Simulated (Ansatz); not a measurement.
Theory: DFT PBE, scalar-relativistic, plane waves, PAW (Ansatz). All cells share a 420 eV cutoff and Γ-centred k meshes spaced at most about 0.3 Å⁻¹ (about 0.25 or finer for metals, 2π included). No spin polarisation in the final relaxations.

Temperature and zero-point effects are left out. All come from trial cells, and lower structures may exist.

Question: Which of these relaxed structures of Sb is the lowest in energy?
A.

Space group P6/mmm (No. 191). a = 3.281 Å, b = 3.281 Å, c = 3.126 Å, α = 90.00°, β = 90.00°, γ = 120.00°
```json
{"atom": "Sb", "site": "1b", "symmetry": "6/mmm", "x": "0.0000", "y": "0.0000", "z": "0.5000"}
```

B.

Space group F-43m (No. 216). a = 9.516 Å, b = 9.516 Å, c = 9.516 Å, α = 90.00°, β = 90.00°, γ = 90.00°
```json
{"atom": "Sb", "site": "16e", "symmetry": ".3m", "x": "0.6434", "y": "0.1434", "z": "0.3566"}
```

Answer: A. It has the simple hexagonal type, space group P6/mmm (No. 191); the next, B, with space group F-43m (No. 216), lies 95 meV/atom higher. Counting all near atoms (those within 1.25 times the shortest such distance or 1.15 times the sum of covalent radii, 1.27 where that leaves under three), the lowest has Sb 8 and the next has Sb 3.

Weakly bound directions are ill-defined at this level, which has no dispersion term (F-43m), and this can change margins and order among such cells. Spin–orbit coupling, which can matter for Sb, is left out. Cells relaxed within their symmetry can be saddle points. The part of the Crystallography Open Database at hand lists Sb in space groups No. 139, 166, 194, 221, 225 and others; no cell shown has one of them. Some structure types and database cells were kept out of the candidates from the start, so a known form may be missing.
